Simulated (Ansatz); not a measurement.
Runs of Ansatz 0.2.0 on HfO2. It takes space group P4_2/nmc (No. 137, tetragonal). The conventional cell has a = 3.558 Å, b = 3.558 Å, c = 5.172 Å, α = 90.00°, β = 90.00°, γ = 90.00°. Hf (site symmetry -4m2) has 4 O at 2.05 Å as nearest neighbours. O (site symmetry 2mm) has 2 Hf at 2.05 Å as nearest neighbours. Measurements of this composition are mostly on another form, of space group No. 14.

```csv
level,U,hubbard projectors,double counting,gap on the mesh (eV),pressure (GPa),relaxed volume (Å³/atom)
PBE+U,Hf d U = 2 eV,ortho-atomic (the default),fll (the default),4.88,0.0,11.47
PBE+U,Hf d U = 5 eV,ortho-atomic (the default),fll (the default),5.20,0.0,11.58
PBE+U,Hf d U = 3 eV,ortho-atomic (the default),fll (the default),5.00,0.0,11.51
PBE+U,Hf d U = 6 eV,ortho-atomic (the default),fll (the default),5.30,0.0,11.63
PBE+U,Hf d U = 1 eV,ortho-atomic (the default),fll (the default),(b),0.0,11.43
PBE+U,Hf d U = 8 eV,ortho-atomic (the default),fll (the default),(a),0.0,11.72
PBE+U,Hf d U = 4 eV,ortho-atomic (the default),fll (the default),5.10,0.0,11.54
PBE,-,-,-,4.68,0.0,11.40
```

Alike in all rows: task relaxation of cell and atoms; potentials or basis Ansatz PAW; no spin polarisation; cell relaxed; k mesh 8 × 8 × 5; cutoff (eV) 420; smearing fermi-dirac 0.05 eV.

**Question.** Fill in the values left out.

**Answer.** (a) 4.97; (b) 4.78.

Caveats: odd divisions of the mesh miss points on the zone boundary, where band edges often lie, so the gap on the mesh can be too wide; the plane-wave basis is chosen anew once the cell has moved, so the energies of steps on either side of that aren't comparable; spin-orbit coupling is left out, which moves the levels of the heavy elements.

A k mesh can miss the band edges, and the runs leave out spin-orbit coupling on Hf.
